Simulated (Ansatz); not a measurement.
# 1T-VSSe bilayer (like faces together) in a perpendicular field, part 2 of 3

Aim: how the 1T-VSSe bilayer (like faces together) screens a field along its normal, and what the field does to its bands. A positive field points along +c.

Ansatz 0.2.0; plane-wave DFT, PBE-D3(BJ), Ansatz PAW.

So far. Step 2 (Relaxation): The lattice constant a goes from 3.250 to 3.204 Å.

## (3) Single point, field 0, start network

A sawtooth potential applies the field, turning back in the middle of the vacuum. With the dipole correction the typed value is the field outside the slab. The induced dipole is small, so the SCF threshold is tight.

The cell differs from the one that the last finished run ended in (c 50.432 → 26.907 Å).

Input file input.yaml:

```yaml
crystal:
  lattice:
    - [3.2037129874, 0.0, 0.0]
    - [-1.6018564937, 2.7744968335, 0.0]
    - [0.0, 0.0, 26.9073742737]
  atoms:
    - { symbol: Se, position: [0.6666666667, 0.3333333333, 0.3344807973] }
    - { symbol: V, position: [0.0, 0.0, 0.3957911815] }
    - { symbol: S, position: [0.3333333333, 0.6666666667, 0.4482018179] }
    - { symbol: Se, position: [0.0, 0.0, 0.6655192027] }
    - { symbol: V, position: [0.3333333333, 0.6666666667, 0.604247561] }
    - { symbol: S, position: [0.6666666667, 0.3333333333, 0.5517330069] }
kpoints:
  mp_grid: { grid: [18, 18, 1] }
  band_path:
    path: [[0, 0, 0], [0.5, 0, 0], [0.33333333, 0.33333333, 0], [0, 0, 0]]
    npoints: 16
hamiltonian:
  xc: pbe
  dispersion: d3bj
scf:
  occupations: { method: fermi_dirac, width: 0.05 }
  convergence: { dr2_threshold: 1.0e-10 }
efield:
  axis: 3
  dipole_correction: true
  ramp_position: 0.97
  ramp_width: 0.06
  amplitude: 0
output:
  dos: { projected: true, e_range: [-6, 5] }
  bader: true
  write_potential: true
  write_density: true
  volumetric_format: npy
  elf: true
```

Launch:

```bash
$ ansatz run input.yaml --threads 4 --pin off --max-ram 6144MiB --backend cpu --events-out ev --progress --plain --runs-dir out
```

Numbers of over 12 decimals in the logs are rounded to 6 here.

The log of the run:

```text
[...]
Crystal: 6 atoms, lattice volume = 239.171 Å³
Basis set: ecut = 420 eV, 4721 PW (Γ)
Bands: 42, of which v1, the nominal top of the filled ones, is band 35 counted from 1 (34 counted from 0)
Symmetry: 6 space group operations
[...]
k-points: 37 of 324 (time reversal used)
[...]
SCF iter   1: F=—  HF=-18574.034797 eV  |F-HF|=—  |Δ(HF+E_count)|=         —  Δρ=5.85e-3  dr2=9.02e-1  ethr=1.77e-3  p=-0.007 e·Å  D=-5.13e-3 V/Å  ΔV_dip=0.14 eV  dr2_dipole=1.44e-1  V_vac-E_F(+/−)=4.68/4.55 eV  ⟨swp⟩=8.0  Hψ=6314  notcnv=0  defer=1
efield: sawtooth ramp at fractional position 0.9700 (set: `efield.ramp_position`, or a place that a band, a saddle search or an elastic batch's reference lends), width 0.0600; the density the first Hamiltonian is built on has a dipole p = -0.007 e·Å; the dipole correction subtracts the counter field D = -5.13e-3 V/Å, which shifts the + side's vacuum level by +0.14 eV against the − side's; the planar-averaged density in the ramp window peaks in size at 2.4e-5 e/Å³
[...]
SCF iter   2: F=—  HF=-18574.003986 eV  |F-HF|=—  |Δ(HF+E_count)|=   3.08e-2  Δρ=3.08e-3  dr2=8.42e-2  ethr=1.29e-3  p=0.002 e·Å  D=1.40e-3 V/Å  ΔV_dip=-0.04 eV  dr2_dipole=4.87e-3  V_vac-E_F(+/−)=4.97/5.01 eV  ⟨swp⟩=2.0  Hψ=2084  notcnv=0
[...]
SCF iter  10: F=-18573.996198 eV  HF=-18573.996198 eV  |F-HF|=2.55e-11  |Δ(HF+E_count)|=  1.46e-10  Δρ=9.22e-8  dr2=1.90e-11  ethr=1.00e-12  p=-0.001 e·Å  D=-5.63e-4 V/Å  ΔV_dip=0.02 eV  dr2_dipole=3.24e-13  V_vac-E_F(+/−)=4.90/4.89 eV  ⟨swp⟩=3.6  Hψ=4683  notcnv=0
SCF 1 converged in 10 iterations: F = -18573.996198 eV  dr2 = 1.90e-11
[...]
NSCF: frozen V_eff on 49 k-points
efield: sawtooth ramp at fractional position 0.9700 (kept from the solve that this one continues, or follows in the run), width 0.0600; the density the first Hamiltonian is built on has a dipole p = -0.001 e·Å; the dipole correction subtracts the counter field D = -5.63e-4 V/Å, which shifts the + side's vacuum level by +0.02 eV against the − side's; the planar-averaged density in the ramp window peaks in size at 4.3e-6 e/Å³
WARN: The output density's exchange-correlation potential varies sharply where the density is thin. Do not read a vacuum level from v_tot or v_xc, or from such a field of the output density. On a cell that repeats whose density bears no net charge and no dipole along the vacuum's axis use v_es (v_loc + v_h of the components); under efield.dipole_correction with no amplitude use v_es + v_field, which holds any externa [...]
SCF converged after 10 iterations
Free energy (F): -18573.996198 eV
[...]
Internal energy: -18573.954330 eV  (E = F + TS)
E sigma→0 (E₀):  -18573.975264 eV
Entropy (-TS):   -0.041868 eV (-6.978 meV/atom)
Fermi energy:    2.089801 eV
Dipole field:    D = -0.000562 V/Å  (p = -0.000743 e·Å, saw-weighted, corrected)
Work function:   Φ+ = 4.9024 eV   Φ− = 4.8873 eV
Levels:          The Fermi level and band energies are counted from a zero that moves with the ramp; work functions are not
[...]
--- Band table (eV; the first three rows and the last of 37) ---
  k-point 0: bands = [... 31 lower, 2.0153, 2.0211, 2.0341, 2.0341, 2.8571, 2.9419, 2.9419, 3.0438, ... 3 higher]
  k-point 1: bands = [... 31 lower, 1.8328, 1.8875, 1.9165, 2.0187, 2.5163, 3.0069, 3.0388, 3.1338, ... 3 higher]
  k-point 2: bands = [... 31 lower, 1.2284, 1.6270, 1.6687, 1.9967, 2.3130, 2.9761, 3.2054, 3.2973, ... 3 higher]
  k-point 36: bands = [... 31 lower, -0.7940, -0.7700, -0.6347, 2.9113, 2.9675, 3.0395, 3.0409, 3.0627, ... 3 higher]
--- Bader charges: 6 sites ---
  site symbol  charge [e]  shift [e]
     0     Se     -0.5892     0.0008
     1      V      1.3409     0.0020
     2      S     -0.7507     0.0012
     3     Se     -0.5904     0.0008
     4      V      1.3404     0.0020
     5      S     -0.7511     0.0012
  estimated error of the sums over rays = 6.7e-4 e
```

It took 18 s on 4 threads of Intel Xeon 6975P-C (Granite Rapids), shared host; peak memory 0.88 GiB.

Numbers from this step:

| Property | Result |
| --- | --- |
| energy at zero smearing | -18573.9753 eV |
| work function, upper face | 4.902 eV |
| dipole along the normal | -7.43e-4 e·Å |

Running mean over a fixed 2.5 Å (it still follows the layers) of the planar mean; the ramp of the sawtooth is left out. Electron's electrostatic potential energy less the Fermi level against z:

z (Å), electron's electrostatic potential energy less the Fermi level (eV) and a bar from the least value:
```
      3.5       4.89 ##############################
      4.0       4.89 ##############################
      4.5       4.89 ##############################
      5.0       4.88 ##############################
      5.5       4.88 ##############################
      6.0       4.84 ##############################
      6.5       4.69 ##############################
      7.0       4.01 ############################
      7.5       2.28 ########################
      8.0       0.25 ###################
      8.5      -1.78 ##############
      9.0      -3.89 #########
      9.5      -6.08 ####
     10.0      -7.09 ##
     10.5      -7.50 #
     11.0      -7.95 
     11.5      -7.54 #
     12.0      -5.21 ######
     12.5      -2.68 ############
     13.0      -0.98 ################
     13.5      -0.56 #################
     14.0      -1.21 ################
     14.5      -3.09 ###########
     15.0      -5.69 #####
     15.5      -7.75 
     16.0      -7.86 
     16.5      -7.40 #
     17.0      -6.97 ##
     17.5      -5.74 #####
     18.0      -3.45 ###########
     18.5      -1.40 ###############
     19.0       0.64 ####################
     19.5       2.65 #########################
     20.0       4.24 ############################
     20.5       4.76 ##############################
     21.0       4.87 ##############################
     21.5       4.89 ##############################
     22.0       4.90 ##############################
     22.5       4.90 ##############################
     23.0       4.90 ##############################
     23.5       4.90 ##############################
```

The density of states has structure finer than the step of the table below, so its rows give means over 0.2 eV, whole bins alone (the curve runs from -6 to 1.99 eV). Peaks (eV: height): -3.35: 12.2, -2.58: 15.0, -0.07: 11.3, 0.92: 18.3, 1.03: 26.1, 1.36: 20.7, 1.42: 16.8.

The density of states by energy, zero at the Fermi level; means over each step:

energy (eV), density of states (states/eV a cell) and a bar:
```
     -5.8        2.1 ####
     -5.6        2.4 #####
     -5.4        3.0 ######
     -5.2        5.1 ###########
     -5.0        8.0 #################
     -4.8        4.5 #########
     -4.6        3.8 ########
     -4.4        3.0 ######
     -4.2        2.4 #####
     -4.0        3.5 #######
     -3.8        5.3 ###########
     -3.6        4.6 ##########
     -3.4        7.6 ################
     -3.2        4.6 ##########
     -3.0        5.8 ############
     -2.8        7.0 ###############
     -2.6        9.8 #####################
     -2.4        6.4 #############
     -2.2        5.0 ##########
     -2.0        4.9 ##########
     -1.8        3.8 ########
     -1.6        3.6 ########
     -1.4        3.0 ######
     -1.2        2.9 ######
     -1.0        2.5 #####
     -0.8        1.5 ###
     -0.6        2.2 #####
     -0.4        2.9 ######
     -0.2        4.0 ########
      0.0        5.6 ############
      0.2        3.8 ########
      0.4        2.1 ####
      0.6        1.5 ###
      0.8        5.4 ###########
      1.0       14.4 ##############################
      1.2        7.1 ###############
      1.4       13.0 ###########################
      1.6        0.8 ##
      1.8        0.0
```

Projected DOS per atom over height of the atomic layer and energy from the Fermi level. Layers: Se V S S V Se from below.

Values in states/eV, 22 rows by 6 columns, each cell a mean:
```
0.00 0.00 0.00 0.00 0.00 0.00
0.46 3.10 0.31 0.32 3.26 0.48
0.86 3.88 0.54 0.54 3.77 0.82
0.42 1.45 0.23 0.23 1.42 0.40
0.15 0.87 0.15 0.15 0.86 0.15
0.22 1.91 0.31 0.30 1.90 0.22
0.18 1.11 0.22 0.22 1.12 0.20
0.17 0.54 0.12 0.13 0.58 0.19
0.56 0.47 0.27 0.27 0.48 0.57
0.72 0.43 0.44 0.43 0.42 0.70
0.90 0.43 0.64 0.65 0.41 0.87
1.17 0.55 0.95 0.90 0.54 1.09
1.11 1.24 1.37 1.49 1.26 1.39
0.86 1.17 1.20 1.33 1.14 0.82
1.09 0.99 1.00 0.97 0.83 0.84
0.69 0.65 1.15 0.96 0.72 0.82
0.66 0.42 0.69 0.74 0.49 0.69
0.64 0.33 0.41 0.42 0.33 0.62
0.94 0.42 0.74 0.76 0.42 0.94
1.12 0.54 1.61 1.61 0.53 1.16
0.46 0.33 0.69 0.66 0.31 0.41
0.39 0.24 0.43 0.42 0.24 0.36
```
Columns: height of the atomic layer (Å) from 9 to 17.9 (not evenly spaced); rows upwards: energy from the Fermi level (eV) from -5.96 to 1.96.

The electronic bands at the labelled points (eV, zero at the Fermi level):

| point | band 32 | band 33 | band 34 | band 35 | band 36 | band 37 | band 38 | band 39 |
| --- | --- | --- | --- | --- | --- | --- | --- | --- |
| Γ | -0.07 | -0.07 | -0.06 | -0.06 | 0.77 | 0.85 | 0.85 | 0.95 |
| halfway | -1.59 | -0.97 | -0.92 | -0.39 | -0.26 | 0.98 | 1.18 | 1.21 |
| M | -2.34 | -1.03 | -0.90 | -0.83 | -0.72 | 1.00 | 1.02 | 1.49 |
| halfway | -2.68 | -2.51 | -2.43 | 0.14 | 0.23 | 1.06 | 1.09 | 1.33 |
| K | -2.88 | -2.86 | -2.72 | 0.82 | 0.88 | 0.95 | 0.95 | 0.97 |
| halfway | -2.07 | -1.56 | -1.53 | 0.06 | 0.10 | 0.72 | 0.85 | 1.29 |
| Γ | -0.07 | -0.07 | -0.06 | -0.06 | 0.77 | 0.85 | 0.85 | 0.95 |

Valence density in the ca plane at fractional y = 0.000, with atoms of V and Se within 0.2 Å of it. It is the smooth field of the valence electrons, not physical close to the nuclei.

Ten steps, logarithmic in the rise over the least value, from '0' (0 e/Å³) to '9' (32 e/Å³), each cell a mean:
```
00000000000000000136764100000000000012378631
00000000000000011113432110000000110011234310
00000000000000111111111111000011111111111100
00000000000000122111111221100012221111110000
00000000000000112111111221100012221111111000
00000000000000111112221111000001111111122210
00000000000000001125653110000000000011356521
00000000000000000137874100000000000012489731
```
Columns run along c (16.0 Å, from fractional 0.12 to 0.72 of the cell), rows up along a (3.2 Å). Atoms in or near the plane, at fractional coordinates: V at (0.40, 0.00), Se at (0.67, 0.00).

Electrostatic potential energy in the ca plane at fractional y = 0.000, with atoms of V and Se within 0.2 Å of it. With pseudopotentials it is smooth inside the atoms' cores, unlike the true potential.

Ten even steps from '0' (-26 eV) to '9' (7 eV), each cell a mean:
```
99999999999999999999872000068999999999998733
99999999999999999998886201478999999988888763
99999999999999999987677766777899998877766777
99999999999999999875468888876789998766654678
99999999999999999975568888876789998767755678
99999999999999999987777534678899999888877775
99999999999999999999874000278999999999988742
99999999999999999999871010058999999999998734
```
Columns run along c (16.0 Å, from fractional 0.07 to 0.66 of the cell; values clipped at the 3rd and 97th percentile), rows up along a (3.2 Å). Atoms in or near the plane, at fractional coordinates: V at (0.40, 0.00).

ELF in the ca plane at fractional y = 0.000, with atoms of V and Se within 0.2 Å of it. It is the smooth field of the valence electrons, not physical close to the nuclei.

Values, 5 rows by 16 columns, each cell a mean:
```
0.00 0.00 0.00 0.00 0.05 0.23 0.28 0.64 0.26 0.15 0.03 0.16 0.17 0.52 0.56 0.83
0.00 0.00 0.00 0.03 0.32 0.63 0.51 0.20 0.57 0.50 0.20 0.66 0.33 0.26 0.63 0.54
0.00 0.00 0.00 0.06 0.49 0.73 0.62 0.32 0.72 0.63 0.29 0.81 0.37 0.14 0.33 0.16
0.00 0.00 0.00 0.02 0.22 0.52 0.42 0.27 0.46 0.40 0.14 0.52 0.29 0.34 0.71 0.71
0.00 0.00 0.00 0.00 0.03 0.15 0.26 0.71 0.24 0.09 0.02 0.08 0.14 0.55 0.43 0.83
```
Columns run along c (16.0 Å, from fractional 0.12 to 0.72 of the cell), rows up along a (3.2 Å). Atoms in or near the plane, at fractional coordinates: V at (0.40, 0.00), Se at (0.67, 0.00).

The work function of the upper face is 4.90 eV.

## (4) Atoms held, field 0.03 V/Å

Changes to input.yaml since step 3:

```diff
@@ -28,6 +28,4 @@
   ramp_width: 0.06
-  amplitude: 0
+  amplitude: 0.03
 output:
-  dos: { projected: true, e_range: [-6, 5] }
-  bader: true
   write_potential: true
@@ -35,2 +33 @@
   volumetric_format: npy
-  elf: true
```

The log of the run:

```text
[...]
Crystal: 6 atoms, lattice volume = 239.171 Å³
Basis set: ecut = 420 eV, 4721 PW (Γ)
Bands: 42, of which v1, the nominal top of the filled ones, is band 35 counted from 1 (34 counted from 0)
Symmetry: 6 space group operations
[...]
k-points: 37 of 324 (time reversal used)
[...]
k-point 0: bands = [... 31 lower, 2.0151, 2.0211, 2.0342, 2.0342, 2.8571, 2.9418, 2.9418, 3.0438, ... 3 higher]
  k-point 1: bands = [... 31 lower, 1.8329, 1.8873, 1.9167, 2.0187, 2.5163, 3.0069, 3.0387, 3.1339, ... 3 higher]
  k-point 2: bands = [... 31 lower, 1.2285, 1.6268, 1.6689, 1.9967, 2.3130, 2.9760, 3.2053, 3.2974, ... 3 higher]
  k-point 36: bands = [... 31 lower, -0.7910, -0.7720, -0.6348, 2.9117, 2.9666, 3.0393, 3.0415, 3.0629, ... 3 higher]
[key lines of the parts left out:]
SCF converged after 11 iterations
Free energy (F): -18573.996424 eV
Fermi energy:    2.089786 eV
Dipole field:    D = 0.011941 V/Å  (p = 0.015783 e·Å, saw-weighted, corrected)
```

Run time: 8 s. Hardware: 4 threads; peak memory 0.83 GiB.

The dipole is 0.0158 e·Å.

## (5) Single point, field -0.03 V/Å

Changes to input.yaml since step 4:

```diff
@@ -28,3 +28,3 @@
   ramp_width: 0.06
-  amplitude: 0.03
+  amplitude: -0.03
 output:
```

The log of the run:

```text
[...]
Crystal: 6 atoms, lattice volume = 239.171 Å³
Basis set: ecut = 420 eV, 4721 PW (Γ)
Bands: 42, of which v1, the nominal top of the filled ones, is band 35 counted from 1 (34 counted from 0)
Symmetry: 6 space group operations
[...]
k-points: 37 of 324 (time reversal used)
[...]
k-point 0: bands = [... 31 lower, 2.0154, 2.0210, 2.0339, 2.0339, 2.8571, 2.9420, 2.9420, 3.0436, ... 3 higher]
  k-point 1: bands = [... 31 lower, 1.8326, 1.8876, 1.9163, 2.0186, 2.5163, 3.0069, 3.0389, 3.1337, ... 3 higher]
  k-point 2: bands = [... 31 lower, 1.2282, 1.6272, 1.6685, 1.9966, 2.3130, 2.9761, 3.2055, 3.2972, ... 3 higher]
  k-point 36: bands = [... 31 lower, -0.7971, -0.7680, -0.6348, 2.9108, 2.9684, 3.0395, 3.0404, 3.0625, ... 3 higher]
[key lines of the parts left out:]
SCF converged after 11 iterations
Free energy (F): -18573.996468 eV
Fermi energy:    2.089751 eV
Dipole field:    D = -0.013071 V/Å  (p = -0.017276 e·Å, saw-weighted, corrected)
```

Elapsed: 8.3 s, on 4 threads; peak memory 0.84 GiB.

The dipole is -0.0173 e·Å.

## (6) Single point, field 0.15 V/Å

Changes to input.yaml since step 5:

```diff
@@ -26,5 +26,5 @@
   dipole_correction: true
-  ramp_position: 0.97
-  ramp_width: 0.06
-  amplitude: -0.03
+  ramp_position: 0.9591
+  ramp_width: 0.0818
+  amplitude: 0.15
 output:
```

The log of the run:

```text
[...]
Crystal: 6 atoms, lattice volume = 239.171 Å³
Basis set: ecut = 420 eV, 4721 PW (Γ)
Bands: 42, of which v1, the nominal top of the filled ones, is band 35 counted from 1 (34 counted from 0)
Symmetry: 6 space group operations
[...]
k-points: 37 of 324 (time reversal used)
[...]
k-point 0: bands = [... 31 lower, 2.0137, 2.0205, 2.0342, 2.0342, 2.8563, 2.9405, 2.9405, 3.0436, ... 3 higher]
  k-point 1: bands = [... 31 lower, 1.8328, 1.8858, 1.9167, 2.0180, 2.5155, 3.0060, 3.0374, 3.1337, ... 3 higher]
  k-point 2: bands = [... 31 lower, 1.2284, 1.6252, 1.6690, 1.9961, 2.3122, 2.9750, 3.2040, 3.2971, ... 3 higher]
  k-point 36: bands = [... 31 lower, -0.7803, -0.7795, -0.6356, 2.9127, 2.9622, 3.0377, 3.0435, 3.0631, ... 3 higher]
[key lines of the parts left out:]
SCF converged after 11 iterations
Free energy (F): -18574.002285 eV
Fermi energy:    2.089059 eV
Dipole field:    D = 0.061964 V/Å  (p = 0.081900 e·Å, saw-weighted, corrected)
```

Wall time 8.1 s (4 threads); peak memory 0.84 GiB.

The dipole is 0.0819 e·Å.

## (7) Atoms held, field 0.25 V/Å

Changes to input.yaml since step 6:

```diff
@@ -28,3 +28,3 @@
   ramp_width: 0.0818
-  amplitude: 0.15
+  amplitude: 0.25
 output:
```

The log of the run:

```text
[...]
Crystal: 6 atoms, lattice volume = 239.171 Å³
Basis set: ecut = 420 eV, 4721 PW (Γ)
Bands: 42, of which v1, the nominal top of the filled ones, is band 35 counted from 1 (34 counted from 0)
Symmetry: 6 space group operations
[...]
k-points: 37 of 324 (time reversal used)
[...]
k-point 0: bands = [... 31 lower, 2.0116, 2.0191, 2.0333, 2.0333, 2.8548, 2.9382, 2.9382, 3.0429, ... 3 higher]
  k-point 1: bands = [... 31 lower, 1.8319, 1.8836, 1.9159, 2.0167, 2.5140, 3.0043, 3.0352, 3.1329, ... 3 higher]
  k-point 2: bands = [... 31 lower, 1.2277, 1.6230, 1.6683, 1.9948, 2.3108, 2.9733, 3.2019, 3.2962, ... 3 higher]
  k-point 36: bands = [... 31 lower, -0.7876, -0.7707, -0.6371, 2.9125, 2.9577, 3.0355, 3.0443, 3.0623, ... 3 higher]
[key lines of the parts left out:]
SCF converged after 12 iterations
Free energy (F): -18574.013231 eV
Fermi energy:    2.087627 eV
Dipole field:    D = 0.103666 V/Å  (p = 0.137020 e·Å, saw-weighted, corrected)
```

It took 8.4 s on 4 threads; peak memory 0.83 GiB.

The dipole is 0.137 e·Å.

## (8) Atoms held, field -0.25 V/Å

Changes to input.yaml since step 7:

```diff
@@ -28,4 +28,6 @@
   ramp_width: 0.0818
-  amplitude: 0.25
+  amplitude: -0.25
 output:
+  dos: { projected: true, e_range: [-6, 5] }
+  bader: true
   write_potential: true
@@ -33 +35,2 @@
   volumetric_format: npy
+  elf: true
```

The log of the run:

```text
[...]
Crystal: 6 atoms, lattice volume = 239.171 Å³
Basis set: ecut = 420 eV, 4721 PW (Γ)
Bands: 42, of which v1, the nominal top of the filled ones, is band 35 counted from 1 (34 counted from 0)
Symmetry: 6 space group operations
[...]
k-points: 37 of 324 (time reversal used)
[...]
k-point 36: bands = [... 31 lower, -0.8219, -0.7545, -0.6371, 2.9051, 2.9727, 3.0327, 3.0391, 3.0585, ... 3 higher]
--- Bader charges: 6 sites ---
  site symbol  charge [e]  shift [e]
     0     Se     -0.5775     0.0008
     1      V      1.3413     0.0020
     2      S     -0.7503     0.0012
     3     Se     -0.6020     0.0008
     4      V      1.3400     0.0020
     5      S     -0.7514     0.0012
  estimated error of the sums over rays = 6.5e-4 e
[key lines of the parts left out:]
SCF converged after 11 iterations
Free energy (F): -18574.013604 eV
Fermi energy:    2.087341 eV
Dipole field:    D = -0.104798 V/Å  (p = -0.138516 e·Å, saw-weighted, corrected)
```

Run time: 18 s. Hardware: 4 threads; peak memory 0.85 GiB; 72 s of CPU time.

The dipole is -0.139 e·Å.

(Part 2 of 3 ends here.)

[Logs are printed without paths, hosts, clocks, repeated set-up lines and the standing remarks that a program may print on its own settings, such as how far it seeks lower states.]

[Hosts, paths, dates, database ids (printed as entryN), source tags and the programs' standing remarks are cut or masked in the printed files.]

[Maps of the electrostatic potential energy from Ansatz leave out the sawtooth potential of an applied field or a dipole correction, so their vacuum need not be flat; planar profiles and work functions include it.]

[The density of states shown here was stored with 400 of the rows of the run's finer table, so its peaks can read low, often by over a quarter, or be missed, and its means over a window can be off by a tenth or more.]
